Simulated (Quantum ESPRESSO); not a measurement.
The system is MoS2.

```
Mo S
1.0
     1.58000    0.91221    6.15000
    -1.58000    0.91221    6.15000
     0.00000   -1.82443    6.15000
Mo S
1 2
Direct
  0.00000 0.00000 0.00000
  0.41700 0.41700 0.41700
  0.25000 0.25000 0.25000
```

Measurements of this composition are mostly on another form, of space group No. 194.

Base run:

| Item | Value |
| --- | --- |
| Program | Quantum ESPRESSO 7.5 |
| Functional | PBE |
| Potentials or basis | SSSP 1.3 efficiency PBE |
| Cutoff | 816 eV |
| Density cutoff | 5987 eV |
| k mesh | 10 × 10 × 10 |
| Occupations | fermi-dirac, width 0.05 eV |
| Spin | no spin polarisation |

Its results: band gap on the k mesh 0.96 eV, indirect (least direct gap 1.96 eV); pressure 5.3 GPa; largest force 0.521 eV/Å.

Task: The run is repeated on the same cell with these changes: functional from PBE to LDA; potentials or basis from SSSP 1.3 efficiency PBE to GBRV 1.5 LDA; cutoff from 816 eV to 612 eV; density cutoff from 5987 eV to 4898 eV. What comes out?

Result: Band gap on the k mesh 0.88 eV, indirect (least direct gap 1.96 eV); pressure -2.6 GPa; largest force 0.087 eV/Å.

A k mesh can miss the band edges.

Not every run made on this cell is shown here.
